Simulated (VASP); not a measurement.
Write the native input for VASP 6.6.1 that does the following.

```
Task                   : single point
Functional             : PBE
Potentials or basis    : VASP PAW PBE potentials, release 64 (Ga_d, Sb)
Cutoff                 : 520 eV
k mesh                 : 12 × 12 × 12
Occupations            : gaussian, width 0.1 eV
Spin                   : no spin polarisation
Dipole correction      : no
Further INCAR settings : ALGO = Normal; EDIFF = 1e-06; NBANDS = 16
```

The structure of GaSb lies in POSCAR:

```
GaSb
1.0
    0.0000000000      3.0107679896      3.0107679896
    3.0107679896      0.0000000000      3.0107679896
    3.0107679896      3.0107679896      0.0000000000
Ga Sb
1 1
Direct
    0.0000000000      0.0000000000      0.0000000000
    0.2500000000      0.2500000000      0.2500000000
```

The input as run:

INCAR

```
PREC     = Accurate       # precision mode
ENCUT    = 520            # plane-wave cutoff, eV
EDIFF    = 1E-6           # SCF threshold, eV
ISMEAR   = 0              # smearing method
SIGMA    = 0.1            # smearing width, eV
LREAL    = False          # projectors in reciprocal space
LASPH    = True           # aspherical terms in the spheres
NELM     = 100            # most SCF steps
ALGO     = Normal         # electronic algorithm
ISIF     = 2              # what is computed and relaxed
LWAVE    = False          # write WAVECAR
LCHARG   = False          # write CHGCAR
GGA      = PE             # functional
NBANDS   = 16             # bands
```

KPOINTS

```
regular mesh
0
Gamma
  12 12 12
```

Potentials or basis: VASP PAW PBE potentials, release 64 (Ga_d, Sb).

Run with:

```sh
$ cat potpaw_PBE.64/Ga_d/POTCAR potpaw_PBE.64/Sb/POTCAR > POTCAR
$ mpirun -np 1 vasp_std > vasp.out
```

It gave:

| Property | Result |
| --- | --- |
| Pressure | 5.4 GPa |
| Band gap on the k mesh | 0.38 eV, direct |

Caveat: spin-orbit coupling is left out, which moves the levels of the heavy elements.

Run time: 23 s on 1 thread of Intel(R) Xeon(R) 6975P-C (Granite Rapids), with other jobs on the host, peak memory 0.22 GiB.
